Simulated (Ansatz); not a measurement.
# Two Ansatz runs on Zr

Structure from Materials Project entry mp-41 (possibly hypothetical), not relaxed further.

First run: DFT, PBE, all-electron LAPW, Dirac equation with spin-orbit coupling (Ansatz 0.2.0).

Command: `ansatz run input.yaml --threads 1 --pin off --max-ram 2048MiB --backend cpu --events-out ev --progress --plain --runs-dir out` The run took 89 s on 1 thread of Arm Neoverse V1, with other jobs on the host, peak memory 0.51 GiB.

```yaml
crystal:
  lattice:
    - [-1.7908472709, 1.7908472709, 1.7908472709]
    - [1.7908472709, -1.7908472709, 1.7908472709]
    - [1.7908472709, 1.7908472709, -1.7908472709]
  atoms:
    - { symbol: Zr, position: [0.0, 0.0, 0.0] }
kpoints:
  mp_grid: { grid: [13, 13, 13] }
  band_path:
    path:
      - [0.0, 0.0, 0.0]
      - [0.5, -0.5, 0.5]
      - [0.0, 0.0, 0.5]
      - [0.0, 0.0, 0.0]
      - [0.25, 0.25, 0.25]
      - [0.5, -0.5, 0.5]
      - [0.25, 0.25, 0.25]
      - [0.0, 0.0, 0.5]
    npoints: 5
scf:
  occupations: { method: fermi_dirac, width: 0.05 }
hamiltonian:
  xc: pbe
  pseudopotentials: { kind: all_electron, lapw: { basis_error: 0.00025 } }
output:
  forces: true
  stress: true
  eigenvalues: true
magnetization:
  noncollinear: true
  spin_orbit: true
```

Result: converged; pressure -0.61 GPa; no gap on the k mesh; 7 SCF iterations.

The input is then changed:

```diff
@@ -7,5 +7,5 @@
     - { symbol: Zr, position: [0.0, 0.0, 0.0] }
 kpoints:
-  mp_grid: { grid: [13, 13, 13] }
+  mp_grid: { grid: [13, 13, 13], shift: [0.5, 0.5, 0.5] }
   band_path:
     path:
@@ -31,3 +31,4 @@
   noncollinear: true
   spin_orbit: true
+accuracy: medium
```

Task: What does the second run give?

Result: It converged; energy at zero smearing +0.6 meV/atom from the first run; pressure -0.49 GPa; no gap on the k mesh; 7 SCF iterations.
